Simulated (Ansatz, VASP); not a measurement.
**TiSi2 in VASP and in Ansatz**

Contents of INCAR:

```
SYSTEM = TiSi2
ALGO = Normal ; EDIFF = 1E-7
ENCUT = 520 ; GGA = PE
ISIF = 2 ; ISMEAR = -1
LASPH = .TRUE. ; LCHARG = .FALSE.
LREAL = .FALSE. ; LWAVE = .FALSE.
NBANDS = 17 ; NELM = 80
PREC = Accurate ; SIGMA = 0.05
```

The input KPOINTS:

```
k-points
0
G
  7 7 10
  0 0 0
```

POSCAR

```
TiSi2
1.0
    4.3155159955      0.0000000000      0.0000000000
   -2.1577579978      3.7373471017      0.0000000000
    0.0000000000      0.0000000000      2.5263975138
Ti Si
1 2
Direct
    0.0000000000      0.0000000000      0.0000000000
    0.3333300000      0.6666700000      0.5000000000
    0.6666700000      0.3333300000      0.5000000000
```

input.yaml

```yaml
crystal:
  lattice:
    - [4.3155159955, 0.0, 0.0]
    - [-2.1577579978, 3.7373471017, 0.0]
    - [0.0, 0.0, 2.5263975138]
  atoms:
    - { symbol: Ti, position: [0.0, 0.0, 0.0] }
    - { symbol: Si, position: [0.33333, 0.66667, 0.5] }
    - { symbol: Si, position: [0.66667, 0.33333, 0.5] }
hamiltonian:
  xc: pbe
  pseudopotentials: { kind: paw }
kpoints:
  mp_grid: { grid: [7, 7, 10] }
scf:
  occupations: { method: fermi_dirac, width: 0.05 }
output:
  forces: true
  stress: true
  eigenvalues: true
  write_density: true
  write_potential: true
  elf: true
  volumetric_format: npy
```

Change from the starting cell: volume scaled by 0.96.

Alike in both runs: task single point; functional PBE; k mesh 7 × 7 × 10; occupations fermi-dirac, width 0.05 eV; no spin polarisation.

```csv
,VASP,Ansatz
version,VASP 6.6.1,Ansatz 0.2.0
potentials or method,"VASP PAW PBE potentials, release 64 (Ti_sv, Si)",Ansatz PAW
plane-wave cutoff (eV),520,420
valence electrons in the cell,20,20
```

|  | VASP | Ansatz | Ansatz less VASP |
| --- | --- | --- | --- |
| gap on the k mesh at the Fermi level (eV) | none | none | - |
| pressure (GPa) | 5.7 | 5.8 | +0.09 |
| largest component of the traceless stress (GPa) | 0.10 | 0.10 | +0.007 |

A gap of «none» marks a metal or a gap that the smearing closes. With one functional, cell and mesh, what is left measures potentials, basis and numerics.
